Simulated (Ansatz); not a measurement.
PbTe built on the h-MgO prototype, relaxed with r2SCAN, was run in the plane-wave code Ansatz under altered settings. All numbers are computed, without spin polarisation but where a row says otherwise.

```xyz
4
Lattice="5.4984 0.0000 0.0000 -2.7492 4.7617 0.0000 0.0000 0.0000 6.5752" Properties=species:S:1:pos:R:3 pbc="T T T"
Pb    0.0000    3.1745    1.6438
Pb    2.7492    1.5872    4.9314
Te    2.7492    1.5872    1.6438
Te    0.0000    3.1745    4.9314
```

The base run's other keys:
```yaml
kpoints:
  mp_grid: { grid: [3, 3, 2] }
hamiltonian:
  xc: hse06
scf:
  occupations: { method: fixed }
  n_extra_bands: 5
```

It takes 14 iterations with 3363 plane waves at 420 eV and 6 k points, and leaves a mean stress of +0.30 GPa. The gap over this mesh is 1.560 eV.

Outcomes, with energy and stress as changes against the base:
```tsv
setting	outcome	ΔF (meV/atom)	Δ mean stress (GPa)	gap on the mesh (eV)	iterations
scf.exx.max_outer_iter: 2	converged	0.0	0.0	1.560	16
hamiltonian.xc: pbe0	converged	–	0.0	2.192	15
scf.occupations: gaussian 0.5	converged	-0.4	0.0	1.559	17
scf.convergence.dr2_threshold: 0.01	converged, warned	0.0	0.0	1.560	19
```
A dash marks a value that wasn't obtained or can't be compared. Stress is positive in compression. The base's mesh is coarse for a hybrid, so its own values aren't converged.

- hamiltonian.xc: pbe0. The mean stress moves by 0.0 GPa and the gap on the mesh by +0.632 eV (to 2.192). It's another functional on the same cell, so totals aren't comparable.
- scf.convergence.dr2_threshold: 0.01. It converges in 19 iterations against the base's 14. Even so loose a threshold leaves the results unchanged here, which can't be counted on. Warned: force scf threshold loose.

Within 1 meV an atom, 0.1 GPa and 0.005 eV of the base stay: scf.exx.max_outer_iter: 2; scf.occupations: gaussian 0.5; scf.convergence.dr2_threshold: 0.01.

Spin-orbit coupling is left out; in compounds of Pb, Bi, Tl or Hg it can lower a gap by up to about 1 eV, split its edges or invert the bands.

The meshes of the hybrids are coarse, so their gaps aren't converged to the digits shown.
